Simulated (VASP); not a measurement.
# BN (P6_3mc) in VASP: band structure with HSE06

Aim: the band structure of BN with HSE06.

Everything below comes from runs of VASP 6.6.1. Logs are shortened: lines on timing, memory, paths and dates and some standing lists are left out, and cuts for length are marked.

### 1 Starting point

Symmetry: P6_3mc, No. 186, hexagonal system. The conventional cell has a = 2.542 Å, b = 2.542 Å, c = 4.204 Å, α = 90.00°, β = 90.00°, γ = 120.00°. B (site symmetry 3m) is surrounded by 4 N at 1.56 to 1.57 Å. N (site symmetry 3m) is surrounded by 4 B at 1.56 to 1.57 Å.

Measurements of this composition are mostly on another form, of space group No. 194.

### 2 Band structure, HSE06

Contents of POSCAR:

```
BN
1.0
    2.5416900000      0.0000000000      0.0000000000
   -1.2708500000      2.2011700000      0.0000000000
    0.0000000000      0.0000000000      4.2041500000
B N
2 2
Direct
    0.6666700000      0.3333300000      0.9997200000
    0.3333300000      0.6666700000      0.4997200000
    0.6666700000      0.3333300000      0.6252800000
    0.3333300000      0.6666700000      0.1252800000
```

Contents of INCAR.step1:

```
SYSTEM = BN
PREC     = Accurate       ! precision mode
ENCUT    = 520            ! plane-wave cutoff, eV
EDIFF    = 1E-5           ! SCF threshold, eV
ISMEAR   = 0              ! smearing method
SIGMA    = 0.02           ! smearing width, eV
LREAL    = .FALSE.        ! projectors in reciprocal space
LASPH    = .TRUE.         ! aspherical terms in the spheres
NELM     = 100            ! most SCF steps
ALGO     = Normal         ! electronic algorithm
ISIF     = 2              ! what is computed and relaxed
LWAVE    = .TRUE.         ! write WAVECAR
LCHARG   = .FALSE.        ! write CHGCAR
NBANDS   = 16             ! bands
GGA      = PE             ! functional
```

Contents of INCAR.step2:

```
SYSTEM = BN
PREC     = Accurate       ! precision mode
ENCUT    = 520            ! plane-wave cutoff, eV
EDIFF    = 1E-6           ! SCF threshold, eV
ISMEAR   = 0              ! smearing method
SIGMA    = 0.02           ! smearing width, eV
LREAL    = .FALSE.        ! projectors in reciprocal space
LASPH    = .TRUE.         ! aspherical terms in the spheres
NELM     = 100            ! most SCF steps
ALGO     = Normal         ! electronic algorithm
ISIF     = 2              ! what is computed and relaxed
LWAVE    = .FALSE.        ! write WAVECAR
LCHARG   = .FALSE.        ! write CHGCAR
GGA      = PE             ! functional
LHFCALC  = .TRUE.         ! exact exchange
HFSCREEN = 0.2            ! screening, 1/A
PRECFOCK = Fast         
NBANDS   = 16             ! bands
ISTART   = 1
```

Contents of KPOINTS:

```
Automatic mesh
0
G
  9 9 4
  0 0 0
```

Contents of KPOINTS_OPT:

```
path GMKGALHA,LM,KH
10
line-mode
reciprocal
 0.0000000000  0.0000000000  0.0000000000  G
 0.5000000000  0.0000000000  0.0000000000  M

 0.5000000000  0.0000000000  0.0000000000  M
 0.3333333333  0.3333333333  0.0000000000  K

 0.3333333333  0.3333333333  0.0000000000  K
 0.0000000000  0.0000000000  0.0000000000  G

 0.0000000000  0.0000000000  0.0000000000  G
 0.0000000000  0.0000000000  0.5000000000  A

 0.0000000000  0.0000000000  0.5000000000  A
 0.5000000000  0.0000000000  0.5000000000  L

 0.5000000000  0.0000000000  0.5000000000  L
 0.3333333333  0.3333333333  0.5000000000  H

 0.3333333333  0.3333333333  0.5000000000  H
 0.0000000000  0.0000000000  0.5000000000  A

 0.5000000000  0.0000000000  0.5000000000  L
 0.5000000000  0.0000000000  0.0000000000  M

 0.3333333333  0.3333333333  0.0000000000  K
 0.3333333333  0.3333333333  0.5000000000  H
```

Potentials or basis: VASP PAW PBE potentials, release 64 (B, N).

On the command line:

```sh
$ cat potpaw_PBE.64/B/POTCAR potpaw_PBE.64/N/POTCAR > POTCAR
$ cp INCAR.step1 INCAR
$ mpirun -np 1 vasp_std > vasp.out
$ cp INCAR.step2 INCAR
$ mpirun -np 1 vasp_std > vasp.out
```

OUTCAR:

```text
SYSTEM = BN
   PREC = Accurate
   ENCUT = 520
   EDIFF = 1E-6
   ISMEAR = 0
   LREAL = .FALSE.
   LASPH = .TRUE.
   NELM = 100
   ISIF = 2
   GGA = PE
   LHFCALC = .TRUE.
   HFSCREEN = 0.2
   PRECFOCK = Fast
   ISTART = 1

 ion  position               nearest neighbor table
   1  0.667  0.333  1.000-   4 1.56   4 1.56   4 1.56   3 1.57
   2  0.333  0.667  0.500-   3 1.56   3 1.56   3 1.56   4 1.57
   3  0.667  0.333  0.625-   2 1.56   2 1.56   2 1.56   1 1.57
   4  0.333  0.667  0.125-   1 1.56   1 1.56   1 1.56   2 1.57

  LATTYP: Found a hexagonal cell.
 ALAT       =     2.5416900000
 C/A-ratio  =     1.6540766183

  Lattice vectors:

 A1 = (   2.5416900000,   0.0000000000,   0.0000000000)
 A2 = (  -1.2708500000,   2.2011700000,   0.0000000000)
 A3 = (   0.0000000000,   0.0000000000,   4.2041500000)

Analysis of symmetry for initial positions (statically):
=====================================================================
 Subroutine PRICEL returns:
 Original cell was already a primitive cell.

 Routine SETGRP: Setting up the symmetry group for a
 hexagonal supercell.

 Subroutine GETGRP returns: Found  4 space group operations
 (whereof  2 operations were pure point group operations)
 out of a pool of 24 trial point group operations.

The static configuration has the point symmetry C_1h.
 The point group associated with its full space group is C_2v.

Analysis of symmetry for dynamics (positions and initial velocities):
=====================================================================
 Subroutine PRICEL returns:
 Original cell was already a primitive cell.

 Routine SETGRP: Setting up the symmetry group for a
 hexagonal supercell.

 Subroutine GETGRP returns: Found  4 space group operations
 (whereof  2 operations were pure point group operations)
 out of a pool of 24 trial point group operations.

The dynamic configuration has the point symmetry C_1h.
 The point group associated with its full space group is C_2v.

 Subroutine INISYM returns: Found  4 space group operations
 (whereof  2 operations are pure point group operations),
 and found     1 'primitive' translations

----------------------------------------------------------------------------------------

                                     Primitive cell

  volume of cell :      23.5209

  direct lattice vectors                    reciprocal lattice vectors
     2.541690000  0.000000000  0.000000000     0.393439011  0.227152817  0.000000000
    -1.270850000  2.201170000  0.000000000     0.000000000  0.454303847  0.000000000
     0.000000000  0.000000000  4.204150000     0.000000000  0.000000000  0.237860210

  length of vectors
     2.541690000  2.541694138  4.204150000     0.454304587  0.454303847  0.237860210

  position of ions in fractional coordinates (direct lattice)
     0.666670000  0.333330000  0.999720000
     0.333330000  0.666670000  0.499720000
     0.666670000  0.333330000  0.625280000
     0.333330000  0.666670000  0.125280000

  ion indices of the primitive-cell ions
   primitive index   ion index
                 1           1
                 2           2
                 3           3
                 4           4

----------------------------------------------------------------------------------------

 KPOINTS: Automatic mesh

Automatic generation of k-mesh.
 Grid dimensions read from file:
 generate k-points for:    9    9    4

 Generating k-lattice:

  Cartesian coordinates                     Fractional coordinates (reciprocal lattice)
     0.043715446  0.025239202  0.000000000     0.111111111 -0.000000000  0.000000000
     0.000000000  0.050478205  0.000000000     0.000000000  0.111111111  0.000000000
     0.000000000  0.000000000  0.059465052     0.000000000  0.000000000  0.250000000

  Length of vectors
     0.050478287  0.050478205  0.059465052

  Shift w.r.t. Gamma in fractional coordinates (k-lattice)
     0.000000000  0.000000000  0.000000000

 Subroutine IBZKPT returns following result:
 ===========================================

 Found     75 irreducible k-points:

 Following reciprocal coordinates:
            Coordinates               Weight
  0.000000  0.000000  0.000000      1.000000
  0.111111  0.000000  0.000000      4.000000
 -0.111111  0.111111  0.000000      2.000000
  0.222222 -0.000000  0.000000      4.000000
 -0.222222  0.222222  0.000000      2.000000
  0.333333 -0.000000  0.000000      4.000000
[... 16 lines left out ...]
 -0.222222 -0.444444  0.000000      4.000000
  0.444444  0.333333  0.000000      4.000000
 [... further k-points ...]
   k-points           NKPTS =     75   k-points in BZ     NKDIM =    324   number of bands    NBANDS=     16
   number of dos      NEDOS =    301   number of ions     NIONS =      4
   total plane-waves  NPLWV =  12800
   dimension x,y,z NGX =    20 NGY =   20 NGZ =   32
   dimension x,y,z NGXF=    40 NGYF=   40 NGZF=   64
   ions per type =               2   2
   NGX,Y,Z   is equivalent  to a cutoff of  13.08, 13.08, 12.65 a.u.
   NGXF,Y,Z  is equivalent  to a cutoff of  26.16, 26.16, 25.31 a.u.
 SYSTEM =  BN
   PREC   = accura    normal or accurate (medium, high low for compatibility)
   ISTART =      1    job   : 0-new  1-cont  2-samecut
   ICHARG =      0    charge: 1-file 2-atom 10-const
   ISPIN  =      1    spin polarized calculation?
   LNONCOLLINEAR =      F non collinear calculations
   LSORBIT =      F    spin-orbit coupling
   LASPH  =      T    aspherical Exc in radial PAW
   ENCUT  =  520.0 eV  38.22 Ry    6.18 a.u.   4.73  4.73  7.82*2*pi/ulx,y,z
   NELM   =    100;   NELMIN=  2; NELMDL=  0     # of ELM steps
   EDIFF  = 0.1E-05   stopping-criterion for ELM
   LREAL  =      F    real-space projection
   EDIFFG = 0.1E-04   stopping-criterion for IOM
   NSW    =      0    number of steps for IOM
   IBRION =     -1    ionic relax: 0-MD 1-quasi-New 2-CG
   NFREE  =      0    steps in history (QN), initial steepest desc. (CG)
   ISIF   =      2    stress and relaxation
   ISYM   =      3    0-nonsym 1-usesym 2-fastsym
   POTIM  = 0.5000    time-step for ionic-motion
   TEBEG  =    0.0;   TEEND  =   0.0 temperature during run
   PSTRESS=    0.0 pullay stress
   NELECT =      16.0000    total number of electrons
   NUPDOWN=      -1.0000    fix difference up-down
   EMIN   =  10.00;   EMAX   =-10.00  energy-range for DOS
   EFERMI =   0.00;   METHOD = LEGACY
   ISMEAR =     0;   SIGMA  =   0.02  broadening in eV -4-tet -1-fermi 0-gaus
   EFERMI_NEDOS =   21; number of points for ismear=-14 and -15
   IALGO  =     38    algorithm
   IMIX   =      1    mixing-type and parameters
     AMIX     =   0.40;   BMIX     =  1.00
     AMIX_MAG =   1.60;   BMIX_MAG =  1.00
  volume/ion in A,a.u.               =       5.88        39.68
  Fermi-wavevector in a.u.,A,eV,Ry     =   1.439782  2.720793 28.204494  2.072972
  Thomas-Fermi vector in A             =   2.558599
   LORBIT       =      0    0 simple, 1 ext, 2 COOP (PROOUT), +10 PAW based schemes
   GGA     = PE    functional components
   LHFCALC =     T    Hartree Fock is set to
   PRECFOCK=fast      Normal, Fast or Accurate (Low or Medium for compatibility)
   ENCUT4O =  -1.0   cutoff for four orbital integrals eV
   NKREDX  =     1    reduce k-point grid by
   NKREDY  =     1    reduce k-point grid by
   NKREDZ  =     1    reduce k-point grid by
   AEXX    =    0.2500 exact exchange contribution
   HFSCREEN=    0.2000 screening length (either q_TF or 0.3 A-1)
   HFSCREENC=   0.2000 screening length for correlation (either q_TF or 0.3 A-1)
   ENCUTFOCK=  -1.0 apply spherical cutoff to Coloumb kernel
   IVDW    =     0    specifies the selected vdW correction
   LEPSILON=     F    determine dielectric tensor
   LRPA    =     F    only Hartree local field effects (RPA)
 non-spin polarized calculation
 Gauss-broadening in eV      SIGMA  =   0.02
  energy-cutoff  :      520.00
  volume of cell :       23.52
 maximum number of plane-waves:       652
  NGX = 12; NGY = 12; NGZ = 20

 number of electron      15.9999999 magnetization

 Free energy of the ion-electron system (eV)
  ---------------------------------------------------
  ext. energy  EPLUGINS =         0.00000000
  ---------------------------------------------------
  free energy    TOTEN  =       -40.65270809 eV

  energy without entropy =      -40.65270809  energy(sigma->0) =      -40.65270809

 E-fermi :   6.8381     XC(G=0): -10.4833

 val. band max:        6.7571787076   @ k =   0.0000   0.0000   0.0000
 cond. band min:      13.2761634017   @ k =   0.3333   0.3333   0.0000
 fundamental gap:      6.5189846941
 Fermi energy:         6.8380882228

 k-point     1 :       0.0000    0.0000    0.0000
  band No.  band energies     occupation
      1     -15.5969      2.00000
      2     -11.1218      2.00000
      3      -5.1660      2.00000
      4       4.4466      2.00000
      5       4.4471      2.00000
      6       6.4779      2.00000
[... 8 lines left out ...]
     15      20.6726      0.00000
     16      25.3600      0.00000

 k-point     2 :       0.1111    0.0000    0.0000
  band No.  band energies     occupation
      1     -15.3067      2.00000
      2     -10.9002      2.00000
      3      -4.8737      2.00000
      4       3.1673      2.00000
      5       3.9308      2.00000
      6       5.6900      2.00000
[... 8 lines left out ...]
     15      21.5038      0.00000
     16      24.8215      0.00000

 k-point     3 :      -0.1111    0.1111    0.0000
  band No.  band energies     occupation
      1     -15.3067      2.00000
      2     -10.9002      2.00000
      3      -4.8737      2.00000
      4       3.1676      2.00000
      5       3.9305      2.00000
      6       5.6903      2.00000
[... 8 lines left out ...]
     15      21.5044      0.00000
     16      24.8214      0.00000
[... 362 lines left out ...]
 k-point    23 :      -0.2222   -0.4444    0.0000
  band No.  band energies     occupation
      1     -10.9197      2.00000
      2      -9.3880      2.00000
      3      -3.0195      2.00000
      4      -1.5679      2.00000
      5      -0.5092      2.00000
      6      -0.3360      2.00000
[... 8 lines left out ...]
     15      24.8271      0.00000
     16      25.3484      0.00000

 k-point    24 :       0.4444    0.3333    0.0000
  band No.  band energies     occupation
      1     -10.9197      2.00000
      2      -9.3879      2.00000
      3      -3.0195      2.00000
      4      -1.5678      2.00000
      5      -0.5092      2.00000
      6      -0.3360      2.00000
[... 8 lines left out ...]
     15      24.8268      0.00000
     16      25.3488      0.00000

 [... further k-points ...]
[... 5 lines left out ...]
  --------------------------------------------------------------------------------------
  -------------------------------------------------------------------------------------
  Total       -0.4042201     -0.4037423     -0.4901494      0.0004153      0.0000000      0.0000000
  in kB      -27.5343030    -27.5017574    -33.3875577      0.0282886      0.0000000      0.0000000
  external PRESSURE =     -29.4745394 kB  Pullay stress =       0.0000000 kB

 VOLUME and BASIS-vectors are now :
 -----------------------------------------------------------------------------
  energy-cutoff  :      520.00
  volume of cell :       23.52
      direct lattice vectors                 reciprocal lattice vectors
     2.541690000  0.000000000  0.000000000     0.393439011  0.227152817  0.000000000
    -1.270850000  2.201170000  0.000000000     0.000000000  0.454303847  0.000000000
     0.000000000  0.000000000  4.204150000     0.000000000  0.000000000  0.237860210

 POSITION                                       TOTAL-FORCE (eV/Angst)
 -----------------------------------------------------------------------------------
      1.27086      0.73372      4.20297        -0.000547      0.000316      0.022623
     -0.00002      1.46745      2.10090         0.000547     -0.000316      0.022623
      1.27086      0.73372      2.62877        -0.000560      0.000323     -0.022623
     -0.00002      1.46745      0.52670         0.000560     -0.000323     -0.022623
 -----------------------------------------------------------------------------------
    total drift:                                0.000000     -0.000000      0.000088

  FREE ENERGIE OF THE ION-ELECTRON SYSTEM (eV)
  ---------------------------------------------------
  free  energy   TOTEN  =       -40.6527080865 eV

  energy  without entropy=      -40.6527080865  energy(sigma->0) =      -40.65270809
```

It took 64 min on 1 thread of Intel Xeon 6975P-C (Granite Rapids), shared host; peak memory 0.33 GiB.

Results:

* Free energy: -40.6527 eV
* Pressure: -2.9 GPa
* Largest force: 0.023 eV/Å
* Band gap on the k mesh: 6.52 eV, indirect (least direct gap 9.98 eV)
* Band gap along the path: 6.52 eV, indirect (least direct gap 9.98 eV)

Forces on the atoms (eV/Å):
```
B   -0.001  0.000  0.023
B    0.001  0.000  0.023
N   -0.001  0.000 -0.023
N    0.001  0.000 -0.023
```

Stress tensor (GPa, compression positive):
```
-2.75  0.00  0.00
 0.00 -2.75  0.00
 0.00  0.00 -3.34
```

Levels at the corners of the path, in eV from the valence-band top:
| point | band 5 | band 6 | band 7 | band 8 | band 9 | band 10 | band 11 | band 12 |
| --- | --- | --- | --- | --- | --- | --- | --- | --- |
| Γ | -2.31 | -0.28 | 0.00 | 0.00 | 10.12 | 10.12 | 10.38 | 11.30 |
| M | -7.56 | -5.43 | -4.74 | -2.30 | 8.19 | 9.53 | 12.46 | 13.30 |
| M | -7.56 | -5.43 | -4.74 | -2.30 | 8.19 | 9.53 | 12.46 | 13.30 |
| K | -7.92 | -5.91 | -5.90 | -5.90 | 6.52 | 15.69 | 15.69 | 15.81 |
| K | -7.92 | -5.91 | -5.90 | -5.90 | 6.52 | 15.69 | 15.69 | 15.81 |
| Γ | -2.31 | -0.28 | 0.00 | 0.00 | 10.12 | 10.12 | 10.38 | 11.30 |
| Γ | -2.31 | -0.28 | 0.00 | 0.00 | 10.12 | 10.12 | 10.38 | 11.30 |
| A | -1.28 | -1.28 | -1.28 | -1.28 | 11.27 | 11.27 | 11.77 | 11.77 |
| A | -1.28 | -1.28 | -1.28 | -1.28 | 11.27 | 11.27 | 11.77 | 11.77 |
| L | -4.10 | -4.10 | -3.89 | -3.89 | 8.09 | 8.09 | 11.73 | 11.73 |
| L | -4.10 | -4.10 | -3.89 | -3.89 | 8.09 | 8.09 | 11.73 | 11.73 |
| H | -8.38 | -8.38 | -3.30 | -3.30 | 11.05 | 11.05 | 11.89 | 11.89 |
| H | -8.38 | -8.38 | -3.30 | -3.30 | 11.05 | 11.05 | 11.89 | 11.89 |
| A | -1.28 | -1.28 | -1.28 | -1.28 | 11.27 | 11.27 | 11.77 | 11.77 |
| L | -4.10 | -4.10 | -3.89 | -3.89 | 8.09 | 8.09 | 11.73 | 11.73 |
| M | -7.56 | -5.43 | -4.74 | -2.30 | 8.19 | 9.53 | 12.46 | 13.30 |
| K | -7.92 | -5.91 | -5.90 | -5.90 | 6.52 | 15.69 | 15.69 | 15.81 |
| H | -8.38 | -8.38 | -3.30 | -3.30 | 11.05 | 11.05 | 11.89 | 11.89 |

Caveat: the PAW data sets were made with another functional, which shifts forces and pressure a little.
